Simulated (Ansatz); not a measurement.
# TiCo3: a hydrostatic pressure series

One table from this session's results is given with a row withheld; the runs are named, their logs left out.

Computed with Ansatz 0.2.0 (DFT r2SCAN, scalar-relativistic, plane waves, PAW, unless a step's input says otherwise).

1 further run of the same task is left out (set aside as unsound or not needed).

## The structure to begin with

The structure is cubic, space group Pm-3m (No. 221). The conventional cell has a = 3.587 Å, b = 3.587 Å, c = 3.587 Å, α = 90.00°, β = 90.00°, γ = 90.00°. Ti (site symmetry m-3m) has 12 Co at 2.54 Å as nearest neighbours. Around Co (site symmetry 4/mmm) lie 4 Ti at 2.54 Å and 8 Co at 2.54 Å.

Coordinates:

```
Ti Co
1.0
     3.58720    0.00000    0.00000
     0.00000    3.58720    0.00000
     0.00000    0.00000    3.58720
Ti Co
1 3
Direct
  0.00000 0.00000 0.00000
  0.00000 0.50000 0.50000
  0.50000 0.00000 0.50000
  0.50000 0.50000 0.00000
```

It is the result of an earlier relaxation at this level (volume 11.54 Å³/atom; gap on the mesh: none (metal), site moments up to 1.3 μB).

Set-up of the first run:

Input file input.yaml:

```yaml
crystal:
  lattice:
    - [3.6100411295, 0.0, 0.0]
    - [0.0, 3.6100411295, 0.0]
    - [0.0, 0.0, 3.6100411295]
  atoms:
    - { symbol: Ti, position: [0.0, 0.0, 0.0], spin: -0.7 }
    - { symbol: Co, position: [0.0, 0.5, 0.5], spin: 1.46 }
    - { symbol: Co, position: [0.5, 0.0, 0.5], spin: 1.46 }
    - { symbol: Co, position: [0.5, 0.5, 0.0], spin: 1.46 }
basis:
  ecutwfc: 500
kpoints:
  mp_grid: { grid: [12, 12, 12] }
hamiltonian:
  xc: r2scan
scf:
  occupations: { method: gaussian, width: 0.1 }
output:
  forces: true
  stress: true
  eigenvalues: true
  populations: true
magnetization:
  spin_polarized: true
relax:
  adjacent_minimum: "off"
  f_tol: 0.008
  max_steps: 50
  cell: { stress_tol: 0.08, p_target: -2.0 }
```

Run with:

```bash
$ ansatz run input.yaml --threads 1 --pin off --max-ram 2560MiB --backend cpu --events-out ev --progress --plain --runs-dir out
```

Steps of the session up to this table: -2 GPa; Target pressure 2 GPa; Relaxing at 5 GPa; 10 GPa; Relaxing at 20 GPa; Relaxing at 40 GPa.

One of the session's tables, all rows but one given; the rest of the session is left out.

It belongs to the step «Volume, cell and gap against pressure». Lengths are those of the vectors of the cell that was run:

| P (GPa) | V (Å³/atom) | a (Å) | b (Å) | c (Å) | ΔH (eV/atom) |
| --- | --- | --- | --- | --- | --- |
| -2 | 11.66 | 3.599 | 3.599 | 3.599 | -0.145 |
| 0 | 11.54 | 3.587 | 3.587 | 3.587 | 0.000 |
| 2 | 11.43 | 3.575 | 3.575 | 3.575 | 0.143 |
| 5 | 11.27 | 3.559 | 3.559 | 3.559 | 0.356 |
| 10 | 11.03 | 3.534 | 3.534 | 3.534 | 0.704 |
| 20 | ? | ? | ? | ? | ? |
| 40 | 10.00 | 3.420 | 3.420 | 3.420 | 2.665 |

**Question.** Estimate the row for P (GPa) = 20.

Worked estimate for «V (Å³/atom)». A straight line through the neighbours (10, 11.03) and (40, 10.00) gives 11.03 + (10.00 − 11.03) × (20 − 10) / (40 − 10) = 10.69; a parabola fitted to 3 rows on both sides gives 10.61.

As computed: V (Å³/atom): 10.63; a (Å): 3.491; b (Å): 3.491; c (Å): 3.491; ΔH (eV/atom): 1.379. In «V (Å³/atom)» the line misses by +0.06 and the parabola by -0.02.

ΔH is E + PV over the energy at zero pressure; a, b and c are the vectors of the computed cell. 

Limits of these values: The magnetic state reached may not be the lowest one.
